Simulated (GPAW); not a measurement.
**HgSe: single point with LDA**

The system is HgSe.

```
Hg Se
1.0
     0.00000    3.03900    3.03900
     3.03900    0.00000    3.03900
     3.03900    3.03900    0.00000
Hg Se
1 1
Direct
  0.00000 0.00000 0.00000
  0.25000 0.25000 0.25000
```

The cell isn't the ideal one: the cell as VASP's run set it.

```json
{
  "Program": "GPAW 26.7.0",
  "Task": "single point",
  "Functional": "LDA",
  "Potentials or basis": "the program's PAW data sets (release 1.2.1) made for this functional",
  "Cutoff": "600 eV",
  "Basis": "pw",
  "k mesh": "8 × 8 × 8",
  "Occupations": "gaussian, width 0.05 eV",
  "Spin": "no spin polarisation"
}
```

- Pressure: -0.1 GPa
- Band gap on the k mesh: none (metal or under the smearing width)

Levels at points of the mesh, in eV from the Fermi level:
| k point | band 9 | band 10 | band 11 | band 12 | band 13 | band 14 |
| --- | --- | --- | --- | --- | --- | --- |
| (0.00, 0.00, 0.00) | -6.57 | -1.07 | -0.02 | -0.02 | -0.02 | 5.39 |
| (0.50, 0.50, 0.00) | -6.20 | -5.14 | -2.35 | -2.35 | 2.74 | 2.79 |
| (0.50, 0.50, 0.50) | -6.24 | -5.58 | -1.00 | -1.00 | 1.01 | 6.15 |

Run time: 16 s on 1 thread of Arm Neoverse V1, on a shared host, peak memory 0.16 GiB.

The run has no spin-orbit coupling, so splittings on Hg are missing.
